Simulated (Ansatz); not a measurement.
The system is TiTe2.

```
Te Ti
1.0
     3.77700    0.00000    0.00000
    -1.88850    3.27098    0.00000
     0.00000    0.00000    6.49800
Te Ti
2 1
Direct
  0.33333 0.66667 0.73720
  0.66667 0.33333 0.26280
  0.00000 0.00000 0.00000
```

Program: Ansatz 0.2.0. Alike in all runs: task single point; potentials or basis Ansatz PAW; no spin polarisation; cell as given; k mesh 4 × 4 × 2; cutoff (eV) 420; smearing fermi-dirac 0.05 eV; the mesh is coarse, so values aren't converged.

Q: Order these runs on this cell by their pressure, lowest first.
A. level PBEsol0
B. level PBE0
C. level B3LYP

A: A (-2.9 GPa), B (-0.7 GPa), C (3.2 GPa).

Caveats: all runs use coarse meshes; the PAW data sets come from PBE, with cores solved anew for the run's functional, which leaves a small shift of forces and pressure; the thresholds are loose for stress; this functional lacks dispersion, which binds the layers, so the pressure and a relaxed spacing across them are unreliable (some runs).
